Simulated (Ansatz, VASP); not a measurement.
Cu4O in VASP and in Ansatz

```xyz
5
Lattice="4.3627 0.0000 0.0000 0.0000 4.3627 0.0000 0.0000 0.0000 4.3627" Properties=species:S:1:pos:R:3 pbc="T T T"
Cu    2.1813    2.1813    2.1813
Cu    0.0000    2.1813    2.1813
Cu    2.1813    0.0000    2.1813
Cu    2.1813    2.1813    0.0000
O     0.0000    0.0000    0.0000
```

Change from the starting cell: species swapped into the Mn4N type (Pm-3m, No. 221).

Alike in both runs: functional PBE; k mesh 8 × 8 × 8; occupations gaussian, width 0.01 eV; no spin polarisation.

Ansatz relaxed the structure, and its values are those at the end. VASP's run is a single point on that final structure, the one shown.

|  | VASP | Ansatz |
| --- | --- | --- |
| version | VASP 6.6.1 | Ansatz 0.2.0 |
| potentials or method | VASP PAW PBE potentials, release 64 (Cu, O) | scalar-relativistic, plane waves, PAW |
| plane-wave cutoff (eV) | 520 | 420 |
| valence electrons in the cell | 50 | 82 |

|  | VASP | Ansatz | Ansatz less VASP |
| --- | --- | --- | --- |
| gap on the k mesh at the Fermi level (eV) | 0.10 | 0.10 | +0.003 |
| least direct gap on the mesh (eV) | 0.10 | 0.10 | +0.003 |
| pressure (GPa) | 0.2 | 0.0 | -0.21 |

The functional is the same, so the differences come from potentials, cutoffs and numerics. The two sets of potentials don't hold the same shells in valence.
